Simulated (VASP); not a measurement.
Here is a VASP 6.6.1 calculation.

INCAR

```
ALGO = Normal
EDIFF = 1E-7
ENCUT = 350
GGA = PE
ISIF = 2
ISMEAR = 0
LASPH = True
LCHARG = False
LREAL = False
LWAVE = False
NELM = 80
PREC = Accurate
SIGMA = 0.1
```

Contents of KPOINTS:

```
k-points
0
Gamma
  18 18 18
```

The input POSCAR:

```
Al                                      
1.0
    0.0000000000      2.0399956985      2.0399956985
    2.0399956985      0.0000000000      2.0399956985
    2.0399956985      2.0399956985      0.0000000000
  Al            
     1
Direct
     0.0000000000000000    0.0000000000000000    0.0000000000000000
```

Potentials or basis: VASP PAW PBE potentials, release 64 (Al).

The run is started by

```bash
$ cat potpaw_PBE.64/Al/POTCAR > POTCAR
$ mpirun -np 1 vasp_std > vasp.out
```

Q: Estimate the band gap on the k mesh.

A: None (metal or under the smearing width).

Q: Estimate the pressure.

A: -2.1 GPa.
